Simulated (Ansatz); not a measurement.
## Run record: elastic constants by finite strains of CdS (F-43m)

Computed with PBEsol, PAW on Ansatz 0.2.0's default frozen-core files (fitted under PBE), scalar-relativistic; not a measurement.

Cell and atoms were relaxed beforehand by PAW with this functional.

Command:

```sh
ansatz run input.yaml --threads 1 --pin off --max-ram 2560MiB --backend cpu --events-out ev --progress --plain --runs-dir out
```

Input file:

```yaml
crystal:
  lattice:
    - [0.0, 2.91228079805, 2.91228079805]
    - [2.91228079805, 0.0, 2.91228079805]
    - [2.91228079805, 2.91228079805, 0.0]
  atoms:
    - { symbol: Cd, position: [0.0, 0.0, 0.0] }
    - { symbol: S, position: [0.75, 0.75, 0.75] }
kpoints:
  mp_grid: { grid: [8, 8, 8] }
scf:
  occupations: { method: fixed }
hamiltonian:
  xc: pbesol
  pseudopotentials: { kind: paw }
elastic:
  mode: relaxed_ion
  stencil: four_point
  amplitude: 0.005
```

Output (shortened where marked):

```
Warning: RAYON_NUM_THREADS=1 ignored (pool sized by the plan → 1); use --threads N
Engine: ansatz 0.2.0, aarch64-unknown-linux-gnu
Pseudopotentials: kind: paw
Pseudopotential: Cd, paw, valence charge 20, recommended cutoff 420 eV (normal), Cd.paw.azcp
Pseudopotential: S, paw, valence charge 6, recommended cutoff 420 eV (normal), S.paw.azcp
Functional definition: PBEsol
  exchange = pbesol_x
  correlation = pbesol_c
Crystal: 2 atoms, lattice volume = 49.400 Å³
Basis set: ecut = 420 eV, 941 PW (Γ), exchange–correlation on 60×60×60 points (8 copies of the dense FFT grid, shifted against one another)
Bands: 17, of which v1, the nominal top of the filled ones, is band 13 counted from 1 (12 counted from 0)
Symmetry: 24 space group operations
Space group: F-43m (ITA 216), of the structure as read, at distance tolerance 3.7e-5 Å
k-points: 29 of 512 (time reversal used)
Non-local potential: Cd, projectors of the file, l = 0: 3, l = 1: 2, l = 2: 2, l = 3: 1
Non-local potential: S, projectors of the file, l = 0: 2, l = 1: 2, l = 2: 2
PAW form: soft (Blöchl's): semilocal exchange-correlation on the pseudo side does not see the compensation charge
PAW frozen core: Cd, regenerated for the run's functional, and the local potential with it (the file was generated under x = pbe(κ = 0.804, μ = 0.2195149727645171), c = pbe(β = 0.06672455060314922))
PAW frozen core: S, regenerated for the run's functional, and the local potential with it (the file was generated under x = pbe(κ = 0.804, μ = 0.2195149727645171), c = pbe(β = 0.06672455060314922))
PAW one-centre angular grid: Cd, 590 points (default); XC on 64 Gauss nodes
PAW one-centre angular grid: S, 110 points (default); XC on 64 Gauss nodes
Initial density: superposition of atomic densities (neutral atoms: chi_scale 0, normalization atom), corrected by the library's trained network
Initial wavefunctions: pseudopotential atomic-orbital guess
Functional: x = pbesol(κ = 0.804, μ = 0.12345679012345678), c = pbesol(β = 0.046)
SCF iter   1: F=—  HF=-9070.228410 eV  |F-HF|=—  |Δ(HF+E_count)|=         —  Δρ=5.29e-3  dr2=1.86e-2  ethr=1.77e-3  ⟨swp⟩=4.9  Hψ=2118  notcnv=0  defer=55
preconditioner: auto → none  [insulator: Δε(μ)=0.943 eV  Ē_g=12.246 eV  n_scr=14 (ndim 8)  ℏωp=22.4 eV  f_vac=0.127  ε∞_Penn≈4.4]
SCF iter   2: F=—  HF=-9070.223054 eV  |F-HF|=—  |Δ(HF+E_count)|=   5.36e-3  Δρ=1.09e-3  dr2=3.28e-4  ethr=7.16e-5  ⟨swp⟩=2.7  Hψ=1047  notcnv=0  defer=55
SCF iter   3: F=—  HF=-9070.223033 eV  |F-HF|=—  |Δ(HF+E_count)|=   2.14e-5  Δρ=4.94e-4  dr2=6.19e-5  ethr=1.26e-6  ⟨swp⟩=2.0  Hψ=794  notcnv=0  defer=55
SCF iter   4: F=—  HF=-9070.223053 eV  |F-HF|=—  |Δ(HF+E_count)|=   2.00e-5  Δρ=2.35e-4  dr2=2.37e-5  ethr=2.38e-7  ⟨swp⟩=2.0  Hψ=723  notcnv=0
SCF iter   5: F=—  HF=-9070.223048 eV  |F-HF|=—  |Δ(HF+E_count)|=   5.00e-6  Δρ=2.06e-5  dr2=1.51e-7  ethr=9.10e-8  ⟨swp⟩=2.1  Hψ=751  notcnv=0
SCF iter   6: F=—  HF=-9070.223026 eV  |F-HF|=—  |Δ(HF+E_count)|=   2.13e-5  Δρ=5.36e-6  dr2=8.99e-9  ethr=5.80e-10  ⟨swp⟩=2.0  Hψ=821  notcnv=0
SCF iter   7: F=—  HF=-9070.223026 eV  |F-HF|=—  |Δ(HF+E_count)|=   1.34e-8  Δρ=7.82e-7  dr2=1.68e-10  ethr=3.46e-11  ⟨swp⟩=2.0  Hψ=743  notcnv=0
[... 131 lines left out ...]
SCF iter   5: F=—  HF=-9070.222619 eV  |F-HF|=—  |Δ(HF+E_count)|=    0.00e0  Δρ=3.47e-8  dr2=3.53e-13  ethr=2.79e-15 (applied; sched 1.00e-12)  ⟨swp⟩=1.0  Hψ=1615  notcnv=0  defer=1
SCF iter   6: F=-9070.222619 eV  HF=-9070.222619 eV  |F-HF|=1.82e-12  |Δ(HF+E_count)|=  1.82e-12  Δρ=8.53e-9  dr2=2.10e-14  ethr=1.00e-12  ⟨swp⟩=3.0  Hψ=5396  notcnv=0
SCF 18 converged in 6 iterations: F = -9070.222619 eV  dr2 = 2.10e-14
SCF converged after 9 iterations
Free energy (F): -9070.223026 eV
Harris-Foulkes:  -9070.223026 eV  (|F-HF|=0.00e0)
Internal energy: -9070.223026 eV  (E = F + TS)
E sigma→0 (E₀):  -9070.223026 eV
Fermi energy:    6.865719 eV
--- Per-component energies (eV) ---
  E_band       = -507.693869
  E_kinetic    = 611.336053
  E_local      = -4006.335366  (includes V_loc(G=0)·N_el)
  E_nonlocal   = 65.412501
  E_hartree    = 1837.339202
  E_xc         = -271.272209
  E_vxc        = -308.005154  (∫ρ·V_xc dr)
  E_paw        = -4598.206957  (= ΣΔE_a)
  E_vpaw       = -544.780326  (= ΣTr[D̂ρ^β])
  E_aug_tail   = 0.000015  (compensation charges beyond the density's cutoff)
  E_ewald      = -2708.900174
  E_core_change = 0.403909  (= ΣΔE_core)
  E_smearing   = -0.000000  (= −TS)
  E_closure    = 0.000000  (closes the sum)
  Σ components = -9070.223026   (vs F -9070.223026, Δ=0.00e0)
--- Forces (eV/Å), atoms counted from 1 ---
  atom   1  Cd    -0.00000000     0.00000000     0.00000000
  atom   2  S      0.00000000    -0.00000000     0.00000000
  max |Σ_I F_I| component: 1.20e-16 eV/Å
--- Stress (GPa, compression-positive) ---
       -0.006874      -0.000000       0.000000
       -0.000000      -0.006874       0.000000
       -0.000000       0.000000      -0.006874
  P = ⅓ Tr σ = -0.0069 GPa (-0.069 kbar)
--- Elastic constants: 2 strain directions × 4 members + reference (group order 24) ---
  dense FFT box of the reference and of every strained cell: 30×30×30
  strains applied: 11, 23; error gains: componentwise 1.00 (the most a stress slope's error grows in a printed constant), spectral 1.73 (1 for all six strains in a standard setting)
  C = ∂σ_k/∂η_j (tension-positive GPa; Voigt order 11 22 33 23 13 12):
        74.387     54.933     54.933     -0.000      0.000      0.000
        54.933     74.387     54.933     -0.000      0.000      0.000
        54.933     54.933     74.387     -0.000      0.000      0.000
        -0.000      0.000      0.000     26.297      0.000     -0.000
        -0.000     -0.000      0.000     -0.000     26.297     -0.000
        -0.000      0.000      0.000      0.000     -0.000     26.297
  reference stress σ⁰ (GPa):      0.007      0.007      0.007     -0.000      0.000      0.000
  C* (energy form; C + prestress term) asymmetry max|C*_kj − C*_jk| = 1.421e-14 GPa — a small one proves nothing (zero by symmetry where the batch's group is 432, −43m or m−3m); a large one is finite-difference/SCF noise where ...
  moduli (Voigt/Reuss/Hill, GPa): K = 61.42/61.42/61.42   G = 19.67/15.64/17.65   E = 48.33   ν = 0.369
  mechanically stable: yes (min eigenvalue of sym C = 19.45 GPa)
  strain η (Voigt 11):  stress-route row diagonal C_11 = 74.39 GPa, energy-path curvature d²(F+E_count+ΔE)/dδ²/Ω₀ = 74.39 GPa
    cells at ±δ against ±2δ: C21 54.94 and 54.96 GPa, apart by 0.03 % of the column's largest entry
         δ    σ_11 (GPa)             F (eV)   n_scf  n_hpsi   n_pw
    -1.000e-2      -0.7444       -9070.2218917       8   18861    982   relax 0 steps, max|allowed force component| 4.16e-17 eV/Å
    -5.000e-3      -0.3669       -9070.2227475       4   14397    982   relax 0 steps, max|allowed force component| 1.28e-16 eV/Å
     5.000e-3       0.3770       -9070.2227288       4   14859    982   relax 0 steps, max|allowed force component| 4.16e-17 eV/Å
     1.000e-2       0.7435       -9070.2218680       7   15963    989   relax 0 steps, max|allowed force component| 4.16e-17 eV/Å
  strain η (Voigt 23):  stress-route row diagonal C_44 = 26.30 GPa, energy-path curvature d²(F+E_count+ΔE)/dδ²/Ω₀ = 26.29 GPa
    cells at ±δ against ±2δ: C44 26.30 and 26.30 GPa, apart by 0.02 % of the column's largest entry
         δ    σ_23 (GPa)             F (eV)   n_scf  n_hpsi   n_pw
    -1.000e-2      -0.2630       -9070.2226189       6   22497    982   relax 3 steps, max|allowed force component| 1.07e-5 eV/Å
    -5.000e-3      -0.1315       -9070.2229230       6   22573    982   relax 2 steps, max|allowed force component| 5.24e-6 eV/Å
     5.000e-3       0.1315       -9070.2229230       6   22590    982   relax 2 steps, max|allowed force component| 3.71e-10 eV/Å
     1.000e-2       0.2630       -9070.2226189       6   22893    982   relax 2 steps, max|allowed force component| 2.54e-5 eV/Å
```

The calculation finished and met its thresholds.

**Strained cells**

Elastic constants of a crystal by Kohn-Sham DFT: slopes of the stress over finite engineering strains of the given cell, Voigt indices, Cartesian axes as in the input; stress of each strained cell less that at rest, tension positive.

```csv
strain component,strain,stress xx (GPa),stress yy (GPa),stress zz (GPa),stress yz (GPa),stress xz (GPa),stress xy (GPa),relaxation steps
xx,-0.01,-0.7513,-0.5674,-0.5674,0,0,0,0
xx,-0.005,-0.3738,-0.2792,-0.2792,0,0,0,0
xx,0.005,0.3701,0.2702,0.2702,0,0,0,0
xx,0.01,0.7366,0.5319,0.5319,0,0,0,0
yz,-0.01,0.0019,0.0016,0.0016,-0.263,0,0,3
yz,-0.005,0.0004,0.0003,0.0003,-0.1315,0,0,2
yz,0.005,0.0004,0.0003,0.0003,0.1315,0,0,2
yz,0.01,0.0019,0.0016,0.0016,0.263,0,0,2
```

### Elastic moduli

Hill averages of a grain aggregate, Debye temperature from the mean sound speed over directions.

- Bulk modulus: 61.42 GPa
- Shear modulus: 17.65 GPa
- Young modulus: 48.33 GPa
- Poisson ratio: 0.3688
- Bulk over shear modulus: 3.479
- Elastic anisotropy index: 1.288
- Least young modulus: 27.72 GPa
- Largest young modulus: 69.04 GPa
- Longitudinal sound speed: 4183 m/s
- Transverse sound speed: 1907 m/s
- Elastic debye temperature: 216.8 K
- Linear compressibility (x, y, z): 5.427, 5.427, 5.427 1/TPa
- Zener ratio: 2.703
- Cauchy pressure: 28.64 GPa

Elastic constants:

```
Pressure at rest         : -0.007 GPa
Least elastic eigenvalue : 19.45 GPa
Elastically stable       : yes
```

| index | elastic (GPa) |
| --- | --- |
| 11 | 74.39 |
| 12 | 54.93 |
| 44 | 26.3 |

Caveats: frozen-core PAW files fitted under PBE, their cores solved anew for the functional of the run; constants at zero field, no piezoelectric stiffening.

Cost: 2.8 min on 1 thread of Arm Neoverse N1, on a shared host, peak memory 0.39 GiB.
